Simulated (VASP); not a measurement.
A run of VASP 6.6.1 is set up as follows.

The input run.py:

```python
from ase import Atoms
from ase.calculators.vasp import Vasp
from ase.dft.bandgap import bandgap

atoms = Atoms(
    ['Br', 'K'],
    cell=[[4.043499, 0.0, 0.0], [0.0, 4.043499, 0.0], [0.0, 0.0, 4.043499]],
    scaled_positions=[[0.5, 0.5, 0.5], [0.0, 0.0, 0.0]],
    pbc=True,
)
calc = Vasp(
    directory='calc',
    xc='lda',
    pp='LDA',
    setups='materialsproject',
    prec='Accurate',
    encut=520,
    ediff=1e-06,
    ismear=0,
    sigma=0.02,
    lreal=False,
    lasph=True,
    nelm=80,
    algo='Normal',
    isif=2,
    lwave=False,
    lcharg=True,
    lelf=True,
    lvhar=True,
    kpts=[7, 7, 7],
    gamma=True,
    nbands=15,
)
atoms.calc = calc

print('energy (eV):', atoms.get_potential_energy())
print('free energy (eV):', atoms.get_potential_energy(force_consistent=True))
print('forces (eV/A):')
print(atoms.get_forces())
print('stress (eV/A^3, Voigt):', atoms.get_stress())
print('Fermi level (eV):', calc.get_fermi_level())
gap, top, bottom = bandgap(calc)
print('band gap (eV):', gap, 'from (spin, k, band)', top, 'to', bottom)
```

Potentials or basis: VASP PAW LDA potentials, release 64 (Br, K_sv).

Run with:

```bash
$ python run.py
```

Task: Predict the band gap on the k mesh.

Result: 3.51 eV, indirect (least direct gap 3.75 eV).

Task: Estimate the pressure.

Result: -2.7 GPa.

Caveat: an odd mesh through Γ misses points on the zone boundary, where band edges often lie. LDA gaps usually lie below the measured ones, often by a third to a half.
